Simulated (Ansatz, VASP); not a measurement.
# ZnSe (Stilleite) in two plane-wave programs, part 2 of 2

Wanted: the spread between two codes on one cell, functional and k mesh.

VASP 6.6.1 and Ansatz 0.2.0.

So far. Step 3 (VASP: band structure, PBE): The run ends at a pressure of 2.10 GPa.

## 4. Side by side

Known differences besides the potentials themselves: the data sets hold 28 valence electrons in Ansatz (default PAW (the set named soft_2) files) and 18 in VASP; the cutoff is 420 eV in Ansatz and 350 eV in VASP; VASP leaves aspherical gradient terms in its spheres out (LASPH is not set), Ansatz keeps them. Total energies have different zeros and are not compared.

Both answers:

```
                     quantity  Ansatz   VASP  difference
gap over the path points (eV)   1.287  1.277      +0.010
```

Levels at points of the path, from each program's valence-band top (eV; 4 filled, then empty):

```
k (reciprocal lattice)                                   Ansatz                                     VASP
     0.000 0.000 0.000      -6.17 0.00 0.00 0.00 1.29 5.81 5.81      -6.17 0.00 0.00 0.00 1.28 5.80 5.80
     0.182 0.000 0.182   -6.16 -2.05 -0.79 -0.79 3.46 4.54 7.11   -6.16 -2.06 -0.79 -0.79 3.45 4.53 7.10
     0.364 0.000 0.364   -6.13 -4.05 -1.88 -1.88 3.28 3.80 9.35   -6.13 -4.05 -1.88 -1.88 3.27 3.79 9.34
     0.500 0.000 0.500  -5.99 -4.75 -2.19 -2.19 2.99 3.46 10.73  -5.99 -4.75 -2.19 -2.19 2.98 3.46 10.72
     0.500 0.091 0.591   -5.96 -4.73 -2.36 -2.34 3.48 3.92 9.85   -5.96 -4.74 -2.36 -2.34 3.47 3.92 9.84
     0.500 0.182 0.682   -5.89 -4.70 -2.67 -2.59 4.70 5.00 7.94   -5.89 -4.70 -2.67 -2.59 4.70 5.00 7.93
     0.500 0.250 0.750   -5.87 -4.68 -2.76 -2.66 5.48 5.55 6.97   -5.87 -4.68 -2.76 -2.66 5.48 5.55 6.95
     0.455 0.295 0.750   -5.88 -4.69 -2.93 -2.34 4.71 5.62 7.49   -5.88 -4.69 -2.93 -2.34 4.70 5.62 7.48
     0.409 0.341 0.750   -5.90 -4.71 -3.06 -1.92 3.83 5.61 8.51   -5.90 -4.71 -3.06 -1.92 3.82 5.60 8.50
     0.375 0.375 0.750   -5.91 -4.72 -3.08 -1.79 3.59 5.60 9.05   -5.91 -4.72 -3.09 -1.79 3.58 5.59 9.04
```

Among the levels compared at these points, filled levels agree within 3 meV and empty ones within 14 meV. Not compared: the pressure (VASP's GW data sets at this cutoff don't carry it).

## 5. VASP: single point, PBE

With cell and atoms fixed, the geometry can't cause a difference; cores, projectors, grids and the points listed under the comparison can. The cell compared in this pair holds 46.88 Å³, against 45.51 Å³ for the pair before.

INCAR

```
SYSTEM = ZnSe
PREC = Accurate
ENCUT = 350
EDIFF = 1E-08
NELM = 100
ISMEAR = 0
SIGMA = 0.01
LREAL = .FALSE.
ALGO = Normal
GGA = PE
NBANDS = 15
LORBIT = 11
LWAVE = .TRUE.
LCHARG = .FALSE.
KPAR = 8
```

POSCAR

```
ZnSe
1.0
    0.0000000000      2.8618592506      2.8618592506
    2.8618592506      0.0000000000      2.8618592506
    2.8618592506      2.8618592506      0.0000000000
Se Zn
1 1
Direct
    0.7500000000      0.7500000000      0.7500000000
    0.0000000000      0.0000000000      0.0000000000
```

KPOINTS

```
Automatic mesh
0
Gamma
6 6 6
0 0 0
```

Potentials, in the order of the species: Se_GW and Zn_GW (PBE family, release 64).

Command:

```bash
$ mpirun -np 8 vasp_std
```

Numbers of over 12 decimals in the logs are rounded to 6 here.

The program printed:

```text
[banner, memory and clock lines left out]
running    8 mpi-ranks, on    1 nodes
[...]
[... a notice as in an earlier step ...]

 LDA part: xc-table for (Slater+PW92), standard interpolation
 POSCAR, INCAR and KPOINTS ok, starting setup
[...]
entering main loop
       N       E                     dE             d eps       ncg     rms          rms(c)
DAV:   1     0.107425524061E+03    0.10743E+03   -0.71220E+03   487   0.154E+03
DAV:   2     0.440547295593E+00   -0.10698E+03   -0.10017E+03   558   0.273E+02
DAV:   3    -0.621068209657E+01   -0.66512E+01   -0.65881E+01   724   0.682E+01
DAV:   4    -0.632034481399E+01   -0.10966E+00   -0.10963E+00   566   0.736E+00
[...]
DAV:  14    -0.602850151643E+01   -0.10022E-07   -0.97433E-09   524   0.217E-03    0.989E-05
DAV:  15    -0.602850153358E+01   -0.17145E-07   -0.21616E-09   401   0.580E-04    0.190E-05
DAV:  16    -0.602850153293E+01    0.65074E-09   -0.88633E-10   359   0.724E-04
   1 F= -.60285015E+01 E0= -.60285015E+01  d E =-.266280E-39
 writing wavefunctions
```

Parts of OUTCAR (step 5):

```text
  Total        0.0812570      0.0812570      0.0812570      0.0000000      0.0000000     -0.0000000
  in kB        2.7771309      2.7771309      2.7771309      0.0000000      0.0000000     -0.0000000
  external PRESSURE =       2.7771309 kB  Pullay stress =       0.0000000 kB

 POSITION                                       TOTAL-FORCE (eV/Angst)
 -----------------------------------------------------------------------------------
      4.29279      4.29279      4.29279        -0.000000     -0.000000     -0.000000
      0.00000      0.00000      0.00000         0.000000      0.000000      0.000000
 -----------------------------------------------------------------------------------
    total drift:                               -0.000000     -0.000000     -0.000000

  FREE ENERGIE OF THE ION-ELECTRON SYSTEM (eV)
  ---------------------------------------------------
  free  energy   TOTEN  =        -6.0285015329 eV

  energy  without entropy=       -6.0285015329  energy(sigma->0) =       -6.02850153

[... 1 part as in an earlier step ...]

[... 2 further parts left out ...]
[key lines of the parts left out:]
E-fermi :   2.4597
```

The run ends at a pressure of 0.28 GPa.

## 6. Ansatz: single point, PBE

The same cell, functional, mesh and smearing now go to Ansatz, which takes its cutoff from its data sets.

input.yaml

```yaml
crystal:
  lattice:
    - [0.0, 2.8618592506, 2.8618592506]
    - [2.8618592506, 0.0, 2.8618592506]
    - [2.8618592506, 2.8618592506, 0.0]
  atoms:
    - { symbol: Se, position: [0.75, 0.75, 0.75] }
    - { symbol: Zn, position: [0.0, 0.0, 0.0] }
hamiltonian:
  xc: pbe
  pseudopotentials: { kind: paw }
kpoints:
  mp_grid: { grid: [6, 6, 6] }
scf:
  occupations: { method: gaussian, width: 0.01 }
  n_extra_bands: 4
output:
  forces: true
  stress: true
  eigenvalues: true
```

Command:

```bash
$ ansatz run input.yaml --threads 2 --pin off --max-ram 4608MiB --backend cpu --events-out ev --progress --plain --runs-dir out
```

The program printed:

```text
[...]
Crystal: 2 atoms, lattice volume = 46.879 Å³
Basis set: ecut = 420 eV, 941 PW (Γ), exchange–correlation on 60×60×60 points (8 copies of the dense FFT grid, shifted against one another)
Bands: 18, of which v1, the nominal top of the filled ones, is band 14 counted from 1 (13 counted from 0)
Symmetry: 24 space group operations
[...]
k-points: 16 of 216 (time reversal used)
[...]
--- Band table (eV; the first three rows and the last of 16) ---
  k-point 0: bands = [... 10 lower, 0.2868, 6.3830, 6.3830, 6.3830, 7.5525, 12.1988, 12.1988, 12.1988]
  k-point 1: bands = [... 10 lower, 0.2853, 4.5139, 6.1438, 6.1438, 8.8300, 12.2248, 12.5861, 12.5861]
  k-point 2: bands = [... 10 lower, 0.2928, 2.4395, 5.7366, 5.7366, 9.0021, 12.8596, 12.8596, 13.8345]
  k-point 15: bands = [... 10 lower, 0.5378, 1.8168, 3.8754, 3.9590, 10.8744, 11.1196, 14.5562, 14.9139]
[key lines of the parts left out:]
SCF converged after 6 iterations
Free energy (F): -8789.531179 eV
Fermi energy:    6.967791 eV
P = ⅓ Tr σ = 0.2932 GPa (2.932 kbar)
```

The job ended after 1.6 s (2 threads of Arm Neoverse N1, shared host; peak memory 0.29 GiB).

The run ends at a pressure of 0.29 GPa.

## 7. Side by side

Both answers:

```
              quantity  Ansatz   VASP  difference
gap on the k mesh (eV)   1.170  1.160      +0.010
```

Not compared: the pressure (VASP's GW data sets at this cutoff don't carry it). A gap on the mesh is an upper bound, since the band edges may lie between its points.

## 8. Summary of results

| Quantity | Value |
| --- | --- |
| difference in gap over the path points (band structure, PBE) | 0.010 eV |
| difference in gap on the k mesh (single point, PBE) | 0.0096 eV |

What this shows: The difference in gap over the path points is 0.010 eV (band structure, PBE), within the 0.08 eV picked in this series as the mark of a large difference. How closely two codes agree says nothing of how well the functional describes the real material.

[Lines on the potential files, build, host, timing and source positions are cut from VASP's logs without a mark.]

[Logs are printed without paths, hosts, clocks, repeated set-up lines and the standing remarks that a program may print on its own settings, such as how far it seeks lower states.]

[Hosts, paths, dates, database ids (printed as entryN), source tags and the programs' standing remarks are cut or masked in the printed files.]
